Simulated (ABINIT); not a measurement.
Crystal: ZrS2.

```
CELL_PARAMETERS angstrom
3.69138 0.00000 0.00000
-1.84569 3.19683 0.00000
0.00000 0.00000 6.04108
ATOMIC_POSITIONS crystal
Zr 0.00000 0.00000 0.00000
S 0.33333 0.66667 0.23791
S 0.66667 0.33333 0.76209
```

The cell is a database's computed one.

Base run:

- Program: ABINIT 10.8.3 (patched build)
- Functional: PBEsol
- Potentials or basis: JTH PAW PBE v2.0
- Cutoff: 544 eV
- k mesh: 8 × 8 × 5
- Occupations: fermi-dirac, width 0.05 eV
- Spin: no spin polarisation
- Hubbard terms: Zr d U = 2 eV

Its results: band gap on the k mesh 1.13 eV, indirect (least direct gap 1.79 eV); pressure -1.4 GPa; largest force 0.038 eV/Å.

Question: The run is repeated on the same cell with these changes: hubbard terms from Zr d U = 2 eV to Zr d U = 4 eV. What comes out?

Answer: Band gap on the k mesh 1.29 eV, indirect (least direct gap 1.96 eV); pressure -0.3 GPa; largest force 0.082 eV/Å.

Caveats: the PAW data sets were made with another functional, which shifts forces and pressure a little; an odd mesh through Γ misses points on the zone boundary, where band edges often lie; this functional lacks dispersion, which binds the layers, so the pressure and a relaxed spacing across them are unreliable.
